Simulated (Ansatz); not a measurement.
# Notes on Ba

```
Ba
1.0
     0.00000    2.78036    2.78036
     2.78036    0.00000    2.78036
     2.78036    2.78036    0.00000
Ba
1
Direct
  0.00000 0.00000 0.00000
```

Method: PBE, no spin polarisation; PAW, plane waves to 420 eV, 10×10×10 Γ-centred mesh, fermi-dirac occupations (width 0.1 eV) (Ansatz 0.2.0), atoms fixed.

(1) Describe some of the short contacts.

(2) What happens at the Fermi level?

(3) Is the cell too large or too small?

Origin: a known structure type with other elements, at an estimated volume, so it need not be a known compound. Caveats: many states at the Fermi level without spin polarisation, so a magnetic state may lie lower.

## Answers

(1) Ba–Ba at 3.93 Å: least valence density 0.07 e/Å³ and ELF 0.10 there. Both are smooth PAW fields, read partly inside the augmentation spheres.

(2) It is a metal, with about 1.5 states/eV a cell as the mean within 0.25 eV of the Fermi level.

(3) The pressure is 5.1 GPa (compression positive), so with the atoms held at these fractions the cell would first expand.
